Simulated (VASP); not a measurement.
# TiAl (P4/mmm) in VASP: elastic constants with PBEsol

Aim: the elastic constants of TiAl with PBEsol.

Program: VASP 6.6.1. These are calculated values, not measurements. Logs are shortened: lines on timing, memory, paths and dates and some standing lists are left out, and cuts for length are marked.

## Step 1: The crystal as given

Symmetry: P4/mmm, No. 123, tetragonal system. The conventional cell has a = 2.811 Å, b = 2.811 Å, c = 4.066 Å, α = 90.00°, β = 90.00°, γ = 90.00°. Around Ti (site symmetry 4/mmm) lie 4 Ti at 2.81 Å and 8 Al at 2.84 Å. Al (site symmetry 4/mmm) is surrounded by 4 Al at 2.81 Å and 8 Ti at 2.84 Å.

The cell comes from a database or a generator and needn't be the stable form of this composition.

## Step 2: Elastic constants, PBEsol

Input file POSCAR:

```
TiAl
1.0
    2.8107518100      0.0000000000      0.0000000000
    0.0000000000      2.8107518100      0.0000000000
    0.0000000000      0.0000000000      4.0664219200
Ti Al
1 1
Direct
    0.5000000000      0.5000000000      0.5000000000
    0.0000000000      0.0000000000      0.0000000000
```

Input file INCAR.step1:

```
SYSTEM = TiAl
PREC     = Accurate       ! precision mode
ENCUT    = 600            ! plane-wave cutoff, eV
EDIFF    = 1E-8           ! SCF threshold, eV
ISMEAR   = 0              ! smearing method
SIGMA    = 0.1            ! smearing width, eV
LREAL    = .FALSE.        ! projectors in reciprocal space
LASPH    = .TRUE.         ! aspherical terms in the spheres
NELM     = 100            ! most SCF steps
ALGO     = Normal         ! electronic algorithm
ISIF     = 3              ! what is computed and relaxed
LWAVE    = .FALSE.        ! write WAVECAR
LCHARG   = .FALSE.        ! write CHGCAR
GGA      = PS             ! functional
IBRION   = 2              ! ionic algorithm
NSW      = 40             ! ionic steps
EDIFFG   = -0.002         ! ionic threshold
```

Input file INCAR.step2:

```
SYSTEM = TiAl
PREC     = Accurate       ! precision mode
ENCUT    = 600            ! plane-wave cutoff, eV
EDIFF    = 1E-8           ! SCF threshold, eV
ISMEAR   = 0              ! smearing method
SIGMA    = 0.1            ! smearing width, eV
LREAL    = .FALSE.        ! projectors in reciprocal space
LASPH    = .TRUE.         ! aspherical terms in the spheres
NELM     = 100            ! most SCF steps
ALGO     = Normal         ! electronic algorithm
ISIF     = 3              ! what is computed and relaxed
LWAVE    = .FALSE.        ! write WAVECAR
LCHARG   = .FALSE.        ! write CHGCAR
GGA      = PS             ! functional
IBRION   = 6              ! ionic algorithm
NFREE    = 2            
POTIM    = 0.015          ! step
NSW      = 1              ! ionic steps
```

Input file KPOINTS:

```
Automatic mesh
0
G
  14 14 10
  0 0 0
```

Potentials or basis: VASP PAW PBE potentials, release 64 (Ti_sv, Al).

On the command line:

```bash
$ cat potpaw_PBE.64/Ti_sv/POTCAR potpaw_PBE.64/Al/POTCAR > POTCAR
$ cp INCAR.step1 INCAR
$ mpirun -np 1 vasp_std > vasp.out
$ cp CONTCAR POSCAR
$ cp INCAR.step2 INCAR
$ mpirun -np 1 vasp_std > vasp.out
```

OUTCAR:

```text
SYSTEM = TiAl
   PREC = Accurate
   ENCUT = 600
   EDIFF = 1E-8
   ISMEAR = 0
   LREAL = .FALSE.
   LASPH = .TRUE.
   NELM = 100
   ISIF = 3
   GGA = PS
   IBRION = 6
   NFREE = 2
   POTIM = 0.015
   NSW = 1

 ion  position               nearest neighbor table
   1  0.500  0.500  0.500-   2 2.83   2 2.83   2 2.83   2 2.83   2 2.83   2 2.83   2 2.83   2 2.83

   2  0.000  0.000  0.000-   1 2.83   1 2.83   1 2.83   1 2.83   1 2.83   1 2.83   1 2.83   1 2.83

  LATTYP: Found a simple tetragonal cell.
 ALAT       =     2.7941934417
 C/A-ratio  =     1.4467773687

  Lattice vectors:

 A1 = (   2.7941934417,   0.0000000000,   0.0000000000)
 A2 = (   0.0000000000,   2.7941934417,   0.0000000000)
 A3 = (   0.0000000000,   0.0000000000,   4.0425758352)

Analysis of symmetry for initial positions (statically):
=====================================================================
 Subroutine PRICEL returns:
 Original cell was already a primitive cell.

 Routine SETGRP: Setting up the symmetry group for a
 simple tetragonal supercell.

 Subroutine GETGRP returns: Found 16 space group operations
 (whereof 16 operations were pure point group operations)
 out of a pool of 16 trial point group operations.

The static configuration has the point symmetry D_4h.

Analysis of symmetry for dynamics (positions and initial velocities):
=====================================================================
 Subroutine PRICEL returns:
 Original cell was already a primitive cell.

 Routine SETGRP: Setting up the symmetry group for a
 simple tetragonal supercell.

 Subroutine GETGRP returns: Found 16 space group operations
 (whereof 16 operations were pure point group operations)
 out of a pool of 16 trial point group operations.

The dynamic configuration has the point symmetry D_4h.

 Subroutine INISYM returns: Found 16 space group operations
 (whereof 16 operations are pure point group operations),
 and found     1 'primitive' translations

----------------------------------------------------------------------------------------

                                     Primitive cell

  volume of cell :      31.5625

  direct lattice vectors                    reciprocal lattice vectors
     2.794193442  0.000000000  0.000000000     0.357885029  0.000000000  0.000000000
     0.000000000  2.794193442  0.000000000     0.000000000  0.357885029  0.000000000
     0.000000000  0.000000000  4.042575835     0.000000000  0.000000000  0.247367035

  length of vectors
     2.794193442  2.794193442  4.042575835     0.357885029  0.357885029  0.247367035

  position of ions in fractional coordinates (direct lattice)
     0.500000000  0.500000000  0.500000000
     0.000000000  0.000000000  0.000000000

  ion indices of the primitive-cell ions
   primitive index   ion index
                 1           1
                 2           2

----------------------------------------------------------------------------------------

 KPOINTS: Automatic mesh

Automatic generation of k-mesh.
 Grid dimensions read from file:
 generate k-points for:   14   14   10

 Generating k-lattice:

  Cartesian coordinates                     Fractional coordinates (reciprocal lattice)
     0.025563216  0.000000000  0.000000000     0.071428571  0.000000000  0.000000000
[... 113 lines left out ...]

  FORCE on cell =-STRESS in cart. coord.  units (eV):
  Direction    XX          YY          ZZ          XY          YZ          ZX
  --------------------------------------------------------------------------------------
  -------------------------------------------------------------------------------------
  Total        0.0009357      0.0009357     -0.0004749      0.0000000      0.0000000      0.0000000
  in kB        0.0474972      0.0474972     -0.0241056      0.0000000      0.0000000      0.0000000
  external PRESSURE =       0.0236296 kB  Pullay stress =       0.0000000 kB
[... 89 lines left out ...]
  FREE ENERGIE OF THE ION-ELECTRON SYSTEM (eV)
  ---------------------------------------------------
  free  energy   TOTEN  =       -13.2483641899 eV

  energy  without entropy=      -13.2397020581  energy(sigma->0) =      -13.24403312

[... ionic steps 4 to 18 ...]

--------------------------------------- Ionic step       19  -------------------------------------------

 number of electron      15.0000000 magnetization

------------------------ aborting loop because EDIFF is reached ----------------------------------------
[... 67 lines left out ...]
--------------------------------------- Ionic step       21  -------------------------------------------

 number of electron      15.0000000 magnetization

 Free energy of the ion-electron system (eV)
  ---------------------------------------------------
  ext. energy  EPLUGINS =         0.00000000
  ---------------------------------------------------
  free energy    TOTEN  =       -13.25262909 eV

  energy without entropy =      -13.24427762  energy(sigma->0) =      -13.24845335

 E-fermi :   8.5180     XC(G=0): -11.2592

 val. band max:        8.5070206232   @ k =   0.4286   0.1429   0.3000
 cond. band min:       8.5268254241   @ k =   0.2143   0.1429   0.5000
 fundamental gap:      0.0198048009
 Fermi energy:         8.5180378963

 k-point     1 :       0.0000    0.0000    0.0000
  band No.  band energies     occupation
      1     -47.8203      2.00000
      2     -24.3217      2.00000
      3     -23.8514      2.00000
      4     -23.8514      2.00000
      5      -0.6384      2.00000
      6       6.5682      2.00000
      7       7.6403      2.00000
      8       8.1607      2.00000
      9      10.7490      0.00000
     10      10.7490      0.00000
     11      11.9215      0.00000
[... 309 lines left out ...]
 k-point    24 :       0.3571    0.2143    0.0000
  band No.  band energies     occupation
      1     -47.7409      2.00000
      2     -24.2577      2.00000
      3     -24.2447      2.00000
      4     -24.0137      2.00000
      5       2.6024      2.00000
      6       6.7498      2.00000
      7       7.3872      2.00000
      8       8.4979      1.22400
      9       9.4919      0.00000
     10       9.8855      0.00000
     11      12.2518      0.00000

 [... further k-points ...]

------------------------ aborting loop because EDIFF is reached ----------------------------------------

  FORCE on cell =-STRESS in cart. coord.  units (eV):
  Direction    XX          YY          ZZ          XY          YZ          ZX
  --------------------------------------------------------------------------------------
  -------------------------------------------------------------------------------------
  Total        0.0028300      0.0028300      0.0016284      0.0000000      0.0000000      0.0000000
  in kB        0.1436589      0.1436589      0.0826618      0.0000000      0.0000000      0.0000000
  external PRESSURE =       0.1233266 kB  Pullay stress =       0.0000000 kB
[... 17 lines left out ...]
  FREE ENERGIE OF THE ION-ELECTRON SYSTEM (eV)
  ---------------------------------------------------
  free  energy   TOTEN  =       -13.2526290894 eV

  energy  without entropy=      -13.2442776176  energy(sigma->0) =      -13.24845335

 INTERNAL STRAIN TENSORS FROM STRAINED CELLS
 ============================================

 INTERNAL STRAIN TENSOR FOR ION    1 for displacements in x,y,z  (eV/Angst):
          X           Y           Z          XY          YZ          ZX
  --------------------------------------------------------------------------------
  x     0.00000     0.00000     0.00000     0.00000     0.00000     0.00000
  y     0.00000     0.00000     0.00000     0.00000     0.00000     0.00000
  z     0.00000     0.00000     0.00000     0.00000     0.00000     0.00000

 INTERNAL STRAIN TENSORS FROM DISPLACED ATOMS
 ============================================

 INTERNAL STRAIN TENSOR FOR ION    1 for displacements in x,y,z  (eV/Angst):
          X           Y           Z          XY          YZ          ZX
  --------------------------------------------------------------------------------
  x     0.00000     0.00000     0.00000     0.00000     0.00000     0.00000
  y     0.00000     0.00000     0.00000     0.00000     0.00000     0.00000
  z     0.00000     0.00000     0.00000     0.00000     0.00000     0.00000

 INTERNAL STRAIN TENSOR FOR ION    2 for displacements in x,y,z  (eV/Angst):
          X           Y           Z          XY          YZ          ZX
  --------------------------------------------------------------------------------
  x     0.00000     0.00000     0.00000     0.00000     0.00000     0.00000
  y     0.00000     0.00000     0.00000     0.00000     0.00000     0.00000
  z     0.00000     0.00000     0.00000     0.00000     0.00000     0.00000

 Eigenvectors and eigenvalues of the dynamical matrix
 ----------------------------------------------------

   1 f  =    9.258562 THz    58.173260 2PiTHz  308.832384 cm-1    38.290318 meV
             X         Y         Z           dx          dy          dz
      1.397097  1.397097  2.021288     0.000000   -0.000000   -0.600840
      0.000000  0.000000  0.000000     0.000000    0.000000    0.799369
[... 21 lines left out ...]
   6 f/i=    0.005724 THz     0.035966 2PiTHz    0.190938 cm-1     0.023673 meV
             X         Y         Z           dx          dy          dz
      1.397097  1.397097  2.021288     0.000000    0.000000    0.799369
      0.000000  0.000000  0.000000     0.000000    0.000000    0.600840

--------------------------------------------------------------------------------------------------------

 ELASTIC MODULI CONTR FROM IONIC RELAXATION (kBar)
 Direction    XX          YY          ZZ          XY          YZ          ZX
 --------------------------------------------------------------------------------
 XX           0.0000      0.0000      0.0000      0.0000      0.0000      0.0000
 YY           0.0000      0.0000      0.0000      0.0000      0.0000      0.0000
 ZZ           0.0000      0.0000      0.0000      0.0000      0.0000      0.0000
 XY           0.0000      0.0000      0.0000      0.0000      0.0000      0.0000
 YZ           0.0000      0.0000      0.0000      0.0000      0.0000      0.0000
 ZX           0.0000      0.0000      0.0000      0.0000      0.0000      0.0000
 --------------------------------------------------------------------------------

 TOTAL ELASTIC MODULI (kBar)
 Direction    XX          YY          ZZ          XY          YZ          ZX
 --------------------------------------------------------------------------------
 XX        2128.6634    588.9191    904.2125      0.0000     -0.0000      0.0000
 YY         588.9191   2128.6634    904.2125     -0.0000     -0.0000      0.0000
 ZZ         904.2125    904.2125   1777.2784      0.0000      0.0000      0.0000
 XY           0.0000     -0.0000      0.0000    421.9336      0.0000      0.0000
 YZ          -0.0000     -0.0000      0.0000      0.0000   1201.1265      0.0000
 ZX           0.0000      0.0000      0.0000      0.0000      0.0000   1201.1265
 --------------------------------------------------------------------------------
```

It took 15 min on 1 thread of Intel Xeon 6975P-C (Granite Rapids), shared host; peak memory 0.57 GiB.

Results:

```yaml
Relaxed_volume: 15.78 Å³/atom
Relaxed_cell: a = 2.794 Å, b = 2.794 Å, c = 4.043 Å, α = 90.00°, β = 90.00°, γ = 90.00°
Space_group_after_relaxing_to_0.05_Å: P4/mmm (No. 123)
Voigt_bulk_modulus: 120 GPa
Highest_phonon_frequency_at_Γ_LO-TO_splitting_left_out: 309 cm⁻¹
```

Step by step:
| step | energy change (eV) | largest force (eV/Å) | pressure (GPa) | volume (Å³) |
| --- | --- | --- | --- | --- |
| 1 | 0.0000 | 0.0000 | -2.06 | 32.13 |
| 2 | -0.0019 | 0.0000 | 1.52 | 31.18 |
| 3 | -0.0037 | 0.0000 | 0.00 | 31.56 |

Final structure:
```yaml
crystal:
  lattice:
    - [2.79419, 0.00000, 0.00000]
    - [0.00000, 2.79419, 0.00000]
    - [0.00000, 0.00000, 4.04258]
  atoms:
    - { symbol: Ti, position: [0.50000, 0.50000, 0.50000] }
    - { symbol: Al, position: [0.00000, 0.00000, 0.00000] }
```

Phonon frequencies in cm⁻¹ (negative: imaginary):
```
              q point        frequencies
(0.000, 0.000, 0.000)  0 0 0 271 271 309
```

Elastic tensor in Voigt notation (GPa, in the Cartesian axes of the cell as first typed):
```
213  59  90   0   0   0
 59 213  90   0   0   0
 90  90 178   0   0   0
  0   0   0 120   0   0
  0   0   0   0 120   0
  0   0   0   0   0  42
```

Clamped-ion elastic tensor (GPa):
```
213  59  90   0   0   0
 59 213  90   0   0   0
 90  90 178   0   0   0
  0   0   0 120   0   0
  0   0   0   0 120   0
  0   0   0   0   0  42
```

Caveat: the PAW data sets were made with another functional, which shifts forces and pressure a little.
